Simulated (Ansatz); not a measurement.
A (100) slab of GaN (P6_3mc (No. 186)), 8 planes, outer planes GaN (top) and GaN (bottom), with 16 atoms (Ga8N8) in a surface cell of A = 16.874 Å², as cut from the bulk:

```yaml
crystal:
  lattice:
    - [3.21837, 0.00000, 0.00000]
    - [0.00000, 5.24317, 0.00000]
    - [0.00000, 0.00000, 24.29064]
  atoms:
    - { symbol: Ga, position: [0.00000, 0.00087, 0.30876] }
    - { symbol: N, position: [0.00000, 0.62413, 0.30876] }
    - { symbol: Ga, position: [0.50000, 0.50087, 0.34701] }
    - { symbol: N, position: [0.50000, 0.12413, 0.34701] }
    - { symbol: Ga, position: [0.50000, 0.00087, 0.42350] }
    - { symbol: N, position: [0.50000, 0.62413, 0.42350] }
    - { symbol: Ga, position: [0.00000, 0.50087, 0.46175] }
    - { symbol: N, position: [0.00000, 0.12413, 0.46175] }
    - { symbol: Ga, position: [0.00000, 0.00087, 0.53825] }
    - { symbol: N, position: [0.00000, 0.62413, 0.53825] }
    - { symbol: Ga, position: [0.50000, 0.50087, 0.57650] }
    - { symbol: N, position: [0.50000, 0.12413, 0.57650] }
    - { symbol: Ga, position: [0.50000, 0.00087, 0.65299] }
    - { symbol: N, position: [0.50000, 0.62413, 0.65299] }
    - { symbol: Ga, position: [0.00000, 0.50087, 0.69124] }
    - { symbol: N, position: [0.00000, 0.12413, 0.69124] }
```

These are results of DFT PBE, scalar-relativistic, plane waves, PAW in Ansatz, not measurements. Plane waves to 420 eV, a k mesh through Γ of 8×5×1 on the computed 16-atom cell and Gaussian smearing (0.05 eV); no spin polarisation. The cell repeats along c with a dipole correction in the vacuum.

Against the same 16 atoms in the bulk, the slab as cut lies 4.339 eV higher and the relaxed slab 3.275 eV higher.

(1) Work out the surface energy before and after relaxation.

(2) What is the ideal work of this cut, per area?

## Answers

(1) The slab has two faces, so γ = (E_slab − N·E_bulk)/(2A), the mean of both. As cut: 4.339/(2 × 16.874) = 0.1286 eV/Å², and 1 eV/Å² = 16.02 J/m², so γ = 2.06 J/m². Relaxed: 3.275/(2 × 16.874) = 0.0970 eV/Å² = 1.55 J/m². Relaxation recovers 25 % of the cost of cutting.

(2) Griffith's ideal work is 2γ: 4.12 J/m² if the new faces stay rigid, 3.11 J/m² if they relax. Other cuts parallel to this plane can cost less. One thickness was run, 8 planes, so γ can still shift with it.